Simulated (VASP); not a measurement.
Energy against volume of AlSb (zinc blende). Method: LDA (Ceperley-Alder, Perdew-Zunger), VASP's LDA PAW potentials (set 64) (plane waves; VASP). Numerical set-up: 520 eV cut-off, 8×8×8 Γ-centred mesh, Gaussian smearing of 0.050 eV, potentials Al Sb.

```
V (Å³/atom)  E (eV/atom)
-----------  -----------
26.941          -4.62009
27.801          -4.63569
28.661          -4.64054
29.520          -4.63626
```

Question: Fit these four points and predict the energy of the run at 30.380 Å³/atom.

Answer: A cubic in V^(−2/3), the third-order Birch-Murnaghan form, passes through the four points with V0 = 28.66 Å³/atom and B0 = 57 GPa, and gives -4.6242 eV/atom there. The run gave -4.6242 eV/atom, -0.0 meV/atom from the fit; all five points give B0 = 57 GPa.

The compound is AlSb in the zinc blende structure. It was relaxed first.
